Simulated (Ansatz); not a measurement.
input.yaml (Ansatz)

```yaml
crystal:
  lattice:
    - [0.0, 2.0683080914, 2.0683080914]
    - [2.0683080914, 0.0, 2.0683080914]
    - [2.0683080914, 2.0683080914, 0.0]
  atoms:
    - { symbol: B, position: [0.125, 0.125, 0.125] }
    - { symbol: B, position: [0.875, 0.875, 0.875] }
hamiltonian:
  xc: pbesol
  pseudopotentials:
    kind: paw
    azcp:
      B: "pseudopotentials/B.paw.azcp"
basis:
  ecutwfc: 420
  fft_grid_basis: typed
kpoints:
  mp_grid: { grid: [13, 13, 13], shift: [0, 0, 0] }
magnetization:
  spin_polarized: false
scf:
  occupations: { method: fermi_dirac, width: 0.1 }
relax:
  max_steps: 60
  f_tol: 0.01
  cell: {}
```

and its output:

```
Warning: the record states the generating functional pbe (its physics header spells it `PBE`), which answers neither for hamiltonian.xc's functional nor for the pbesol family's — results may be inconsistent (PPs are generated against a specific XC)
Engine: ansatz 0.2.0, aarch64-unknown-linux-gnu
Pseudopotentials: kind: paw
Pseudopotential: B, paw, valence charge 3, recommended cutoff 420 eV (normal) 
Functional definition: PBEsol
  exchange = pbesol_x
  correlation = pbesol_c
Crystal: 2 atoms, lattice volume = 17.696 Å³
Basis set: ecut = 420 eV, 331 PW (Γ), exchange–correlation on 40×40×40 points (8 copies of the dense FFT grid, shifted against one another)
Bands: 7, of which v1, the nominal top of the filled ones, is band 3 counted from 1 (2 counted from 0)
Symmetry: 48 space group operations
Space group: Fd-3m (ITA 227), of the structure as read, at distance tolerance 2.6e-5 Å
k-points: 84 of 2197
Non-local potential: B, projectors of the file, l = 0: 2, l = 1: 2, l = 2: 1
PAW form: soft (Blöchl's): semilocal exchange-correlation on the pseudo side does not see the compensation charge
PAW frozen core: B, regenerated for the run's functional, and the local potential with it (the file was generated under x = pbe(κ = 0.804, μ = 0.2195149727645171), c = pbe(β = 0.06672455060314922))
PAW one-centre angular grid: B, 110 points (default); XC on 64 Gauss nodes
Initial density: superposition of atomic densities (neutral atoms: chi_scale 0, normalization atom), corrected by the library's trained network
Initial wavefunctions: pseudopotential atomic-orbital guess
Functional: x = pbesol(κ = 0.804, μ = 0.12345679012345678), c = pbesol(β = 0.046)
SCF iter   1: F=—  HF=-303.351253 eV  |F-HF|=—  |Δ(HF+E_count)|=         —  Δρ=2.48e-3  dr2=1.19e-3  ethr=1.77e-3  ⟨swp⟩=4.6  Hψ=4004  notcnv=0
SCF iter   2: F=—  HF=-303.350790 eV  |F-HF|=—  |Δ(HF+E_count)|=   4.64e-4  Δρ=9.81e-4  dr2=1.61e-4  ethr=1.98e-5  ⟨swp⟩=1.5  Hψ=1339  notcnv=0
SCF iter   3: F=—  HF=-303.350804 eV  |F-HF|=—  |Δ(HF+E_count)|=   1.38e-5  Δρ=1.31e-4  dr2=1.22e-6  ethr=2.68e-6  ⟨swp⟩=2.0  Hψ=824  notcnv=0
SCF iter   4: F=—  HF=-303.350802 eV  |F-HF|=—  |Δ(HF+E_count)|=   1.27e-6  Δρ=1.28e-5  dr2=1.98e-8  ethr=2.04e-8  ⟨swp⟩=2.1  Hψ=831  notcnv=0
iter 5 did not close the SCF: its close was put off for the readings that it lacked (scf_convergence_deferred on its scf_iter line)
SCF iter   5: F=-303.350802 eV  HF=-303.350802 eV  |F-HF|=2.54e-11  |Δ(HF+E_count)|=   3.67e-9  Δρ=1.76e-6  dr2=2.04e-10  ethr=3.30e-10  ⟨swp⟩=2.0  Hψ=826  notcnv=0
SCF iter   6: F=-303.350802 eV  HF=-303.350802 eV  |F-HF|=1.14e-13  |Δ(HF+E_count)|=  5.83e-11  Δρ=7.37e-8  dr2=4.23e-13  ethr=3.41e-12  ⟨swp⟩=1.0  Hψ=1626  notcnv=0
SCF 1 converged in 6 iterations: F = -303.350802 eV  dr2 = 4.23e-13
relax step   1: F+E_penalty+E_count = -303.35080227 eV  Δ(F+E_penalty+E_count) = +0.000e0 eV  max|allowed force component| = 9.252e-18 eV/Å  Δτ_max = 0.0000 Å  P = -12.171 GPa  Ω = 17.696 Å³  (6 SCF iters, dr2 threshold 1.00e-7 eV, accepted)
...
SCF iter   1: F=—  HF=-303.402938 eV  |F-HF|=—  |Δ(HF+E_count)|=         —  Δρ=7.16e-5  dr2=9.30e-7  ethr=1.55e-8  ⟨swp⟩=1.0  Hψ=4614  notcnv=0
SCF iter   2: F=—  HF=-303.402935 eV  |F-HF|=—  |Δ(HF+E_count)|=   3.01e-6  Δρ=2.72e-5  dr2=1.31e-7  ethr=1.55e-8  ⟨swp⟩=1.0  Hψ=592  notcnv=0
SCF iter   3: F=-303.402935 eV  HF=-303.402935 eV  |F-HF|=1.25e-10  |Δ(HF+E_count)|=   4.55e-8  Δρ=2.15e-6  dr2=3.27e-10  ethr=6.54e-10  ⟨swp⟩=4.0  Hψ=1575  notcnv=0
SCF 6 converged in 3 iterations: F = -303.402935 eV  dr2 = 3.27e-10
relax step   6: F+E_penalty+E_count = -303.40293527 eV  Δ(F+E_penalty+E_count) = -2.353e-5 eV  max|allowed force component| = 1.723e-16 eV/Å  Δτ_max = 0.0000 Å  P = -0.000 GPa  Ω = 16.399 Å³  energy of the carried Pulay correction = +1.916e-5 eV  (3 SCF iters, dr2 threshold 3.93e-8 eV, accepted)
iter 1 solved again at ethr=1.01e-8 eV; its pass at ethr=3.10e-3 eV (dr2=6.06e-7 eV) is discarded
SCF iter   1: F=—  HF=-303.402938 eV  |F-HF|=—  |Δ(HF+E_count)|=         —  Δρ=2.16e-6  dr2=3.28e-10  ethr=1.01e-8  ⟨swp⟩=3.0  Hψ=5849  notcnv=0
SCF iter   2: F=—  HF=-303.402935 eV  |F-HF|=—  |Δ(HF+E_count)|=   2.71e-6  Δρ=1.09e-6  dr2=8.55e-11  ethr=5.47e-12  ⟨swp⟩=2.0  Hψ=747  notcnv=0
SCF iter   3: F=-303.402935 eV  HF=-303.402935 eV  |F-HF|=1.71e-13  |Δ(HF+E_count)|=  3.79e-11  Δρ=4.92e-8  dr2=2.78e-13  ethr=1.00e-12  ⟨swp⟩=3.8  Hψ=2152  notcnv=0
SCF 7 converged in 3 iterations: F = -303.402935 eV  dr2 = 2.78e-13
relax step   7: F+E_penalty+E_count = -303.40293527 eV  Δ(F+E_penalty+E_count) = -9.663e-12 eV  max|allowed force component| = 1.457e-16 eV/Å  Δτ_max = 0.0000 Å  P = -0.001 GPa  Ω = 16.399 Å³  stress off target by 1.21e-3 GPa  SCF on the basis re-selected at this cell (its energy is not comparable with the rows above)  (3 SCF iters)
basis re-selected at this cell: Δ(F+E_penalty+E_count) = -9.663e-12 eV, ΔP = -0.001 GPa vs the last step (what re-selecting the basis moved, of the pressure what is left beyond the Pulay correction that the steps carried, after the strain that the cell walked since its last selection, with what the two solves' SCF thresholds leave and, on support functions, any second-order correction that the steps lacked; it is no measure of the basis error at this ecutwfc). This SCF's stress stands 1.21e-3 GPa from its target on what of the cell is left free (relax.cell.stress_tol is 5.00e-2 GPa) and its largest allowed force component is 1.46e-16 eV/Å (relax.f_tol is 1.00e-2 eV/Å): within both
SCF converged after 3 iterations
Free energy (F): -303.402935 eV
Harris-Foulkes:  -303.402935 eV  (|F-HF|=1.71e-13)
Internal energy: -303.377043 eV  (E = F + TS)
E sigma→0 (E₀):  -303.389989 eV
Entropy (-TS):   -0.025892 eV (-12.946 meV/atom)
Fermi energy:    6.635750 eV
--- Per-component energies (eV) ---
  E_band       = 11.480079
  E_kinetic    = 91.477218
  E_local      = -42.418861  (includes V_loc(G=0)·N_el)
  E_nonlocal   = 25.744787
  E_hartree    = 7.866374
  E_xc         = -62.046182
  E_vxc        = -73.677799  (∫ρ·V_xc dr)
  E_paw        = -150.927323  (= ΣΔE_a)
  E_vpaw       = -5.378012  (= ΣTr[D̂ρ^β])
  E_aug_tail   = -0.000004  (compensation charges beyond the density's cutoff)
  E_ewald      = -173.102473
  E_core_change = 0.029422  (= ΣΔE_core)
  E_smearing   = -0.025892  (= −TS)
  E_closure    = 0.000000  (closes the sum)
  Σ components = -303.402935   (vs F -303.402935, Δ=0.00e0)
--- Forces (eV/Å), atoms counted from 1 ---
  atom   1  B      0.00000000     0.00000000     0.00000000
  atom   2  B      0.00000000    -0.00000000    -0.00000000
  max |Σ_I F_I| component: 9.25e-17 eV/Å
--- Stress (GPa, compression-positive) ---
       -0.001211       0.000000       0.000000
        0.000000      -0.001211       0.000000
        0.000000       0.000000      -0.001211
  P = ⅓ Tr σ = -0.0012 GPa (-0.012 kbar)
--- Relaxed structure (5 steps of the walk, 5 accepted, 2 SCFs on fresh bases) ---
  F+E_penalty+E_count = -303.40293527 eV   max|allowed force component| = 1.457e-16 eV/Å   (the final SCF, on the basis selected at the relaxed cell)
  cell:  # Å, volume = 16.3985 Å³
    - [1.6631614724434903e-33, 2.016469857196525, 2.016469857196525]
    - [2.016469857196525, 3.0333367150215173e-34, 2.016469857196525]
    - [2.016469857196525, 2.016469857196525, -1.070028126908074e-33]
  atoms:
    - { symbol: B, position: [0.125, 0.125, 0.125] }
    - { symbol: B, position: [0.8750000000000001, 0.8750000000000001, 0.8750000000000001] }
```

Launched by

```sh
ansatz run input.yaml --threads 2 --pin off --max-ram 5120MiB --backend cpu --events-out ev --progress --plain --runs-dir out
```

On 2 threads of Arm Neoverse V1 (shared host) this took about 2.9 s of wall time and 4.9 s of CPU time.
